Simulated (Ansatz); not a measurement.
## Hg: what changed settings do

All trials start from this Ansatz input:

```yaml
crystal:
  lattice:
    - [4.5400020208, 0.0, 0.0]
    - [-2.2700010104, 3.9317570832, 0.0]
    - [0.0, 0.0, 3.87]
  atoms:
    - { symbol: Hg, position: [0.3333333333, 0.6666666667, 0.5] }
    - { symbol: Hg, position: [0.0, 0.0, 0.0] }
    - { symbol: Hg, position: [0.6666666667, 0.3333333333, 0.5] }
basis:
  ecutwfc: 420
kpoints:
  mp_grid: { grid: [6, 6, 6] }
hamiltonian:
  xc: pbe
scf:
  occupations: { method: gaussian, width: 0.1 }
output:
  forces: true
  stress: true
  eigenvalues: true
```

Command:

```bash
ansatz run input.yaml --threads 1 --pin off --max-ram 1331MiB --backend cpu --events-out ev --progress --plain --runs-dir out
```

The run converges in 7 SCF iterations on 28 irreducible k-points: pressure 12.99 GPa, no gap.

The inputs are trials, many of them unsound on purpose. Their numbers show the effect of the settings and aren't properties of the material. Each trial's input is given as a difference from the reference's; energies are extrapolated to zero smearing where there is one, and pressure is positive in compression.

Question: Trial 1:

```diff
 basis:
-  ecutwfc: 420
+  ecutwfc: "9 Ha"
 kpoints:
-  mp_grid: { grid: [6, 6, 6] }
+  mp_grid: { grid: [7, 7, 6] }
```

How does this run end?

Answer: The run converges in 8 SCF iterations on 32 irreducible k-points: energy 1.74 eV per atom above the reference, pressure 12.74 GPa (unreliable at so low a cutoff), no gap. It warns that the cutoff lies under the recommended one, 420 eV for these potentials.

Question: Trial 2:

```diff
 scf:
-  occupations: { method: gaussian, width: 0.1 }
+  occupations: { method: tetrahedron }
```

What happens?

Answer: The run converges in 7 SCF iterations on 28 irreducible k-points: energy 10.8 meV per atom below the reference, pressure 13.31 GPa, no gap. It warns that the printed bands weren't solved further after the SCF; that forces and stress under tetrahedra may miss the energy's slope.

Question: Trial 3 (origin moved):

```diff
 crystal:
   atoms:
-    - { symbol: Hg, position: [0.3333333333, 0.6666666667, 0.5] }
-    - { symbol: Hg, position: [0.0, 0.0, 0.0] }
-    - { symbol: Hg, position: [0.6666666667, 0.3333333333, 0.5] }
+    - { symbol: Hg, position: [1.2483333333, 1.2646666667, 1.074] }
+    - { symbol: Hg, position: [0.915, 0.598, 0.574] }
+    - { symbol: Hg, position: [1.5816666667, 0.9313333333, 1.074] }
 hamiltonian:
+  hubbard: { sites: [{ species: Hg, l: d, u_eff: 7.6 }] }
```

What does the program give?

Answer: The run converges in 7 SCF iterations on 28 irreducible k-points: pressure 15.04 GPa, no gap. It warns that the count of filled bands differs between k-points. Under a U the state reached may not be the lowest.

Question: Trial 4:

```diff
 hamiltonian:
-  xc: pbe
+  xc: lda
 scf:
+  max_iter: 100
 output:
-  stress: true
+  stress: false
+accuracy: high
```

How does this run end?

Answer: The run converges in 7 SCF iterations on 28 irreducible k-points: no gap.

Question: Trial 5:

```diff
 kpoints:
-  mp_grid: { grid: [6, 6, 6] }
+  mp_grid: { grid: [3, 3, 2] }
 scf:
+  max_iter: 80
+  convergence: { dr2_threshold: "1e-7 eV" }
 output:
-  forces: true
-  stress: true
+  forces: false
+  stress: false
```

What happens?

Answer: The run converges in 7 SCF iterations on 6 irreducible k-points: energy 44.2 meV per atom above the reference, no gap.

Question: Trial 6:

```diff
 basis:
-  ecutwfc: 420
+  ecutwfc: 500
 hamiltonian:
-  xc: pbe
+  xc: r2scan
```

How does this run end?

Answer: The run converges in 7 SCF iterations on 28 irreducible k-points: pressure 11.30 GPa, no gap.